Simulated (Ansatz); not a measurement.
Relax this structure to zero stress and force, keeping its symmetry:

```
Cu O
1.0
     2.08300   -2.08045    0.16633
     2.08300    2.08045    0.16633
    -0.41023    0.00000    5.13497
Cu O
2 2
Direct
  0.99425 0.49425 0.00185
  0.49425 0.99425 0.50185
  0.49426 0.49424 0.25185
  0.49424 0.49426 0.75185
```

Level of theory: DFT PBE+D3(BJ), scalar-relativistic, plane waves, PAW in Ansatz.

Cutoff 420 eV; k points 14×14×8 on the computed 4-atom cell (Γ-centred); Gaussian smearing, width 0.10 eV; no spin polarisation.

What does it relax to?

The volume goes down by 0.30 Å³/atom to 10.90 Å³/atom, and the energy falls by 3.6 meV/atom. Final structure:
```xyz
4
Lattice="2.0529 -2.0570 0.1640 2.0529 2.0570 0.1640 -0.4096 0.0000 5.1276" Properties=species:S:1:pos:R:3 pbc="T T T"
Cu    1.0021    1.0285    0.0896
Cu    0.7973   -1.0285    2.6534
O     1.9262    0.0000    1.4535
O     1.7214    0.0000    4.0172
```

Spin polarisation was left out, and a magnetic state may lie lower.

This form isn't the usual stable structure of the compound.

Cost: 1 run of about 3.6 core-minutes, on Arm Neoverse V1 (shared hosts).